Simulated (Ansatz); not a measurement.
**SrO: from a first guess to the relaxed wurtzite type**

First guess:

```yaml
crystal:
  lattice:
    - [3.82245, 0.00000, 0.00000]
    - [-1.91123, 3.31034, 0.00000]
    - [0.00000, 0.00000, 6.23059]
  atoms:
    - { symbol: Sr, position: [0.33333, 0.66667, 0.00000] }
    - { symbol: Sr, position: [0.66667, 0.33333, 0.50000] }
    - { symbol: O, position: [0.33333, 0.66667, 0.37600] }
    - { symbol: O, position: [0.66667, 0.33333, 0.87600] }
```

All numbers below come from DFT, PBE, PAW with Ansatz's default frozen-core files, scalar-relativistic (Ansatz 0.2.0).

Cell and atoms relax within the symmetry of the start on a 12×12×7 k mesh with 0.05 eV Fermi–Dirac smearing.

The start is built from a prototype, known or not as a phase of this compound; the cutoff is 420 eV.

(1) What is the pressure of the first guess?

(2) What does it relax to?

(3) How much energy does the relaxation release?

## Answers

(1) 8.86 GPa.

(2) a = 4.290 Å, b = 4.290 Å, c = 5.185 Å, α = 90.00°, β = 90.00°, γ = 120.00° (conventional cell), 20.66 Å³ per atom:
```xyz
4
Lattice="4.2902 0.0000 0.0000 -2.1451 3.7154 0.0000 0.0000 0.0000 5.1845" Properties=species:S:1:pos:R:3 pbc="T T T"
Sr    0.0000    2.4769   -0.3215
Sr    2.1451    1.2385    2.2708
O     0.0000    2.4769    2.2709
O     2.1451    1.2385    4.8631
```
It has left the symmetry of the starting type.

(3) 121 meV/atom.
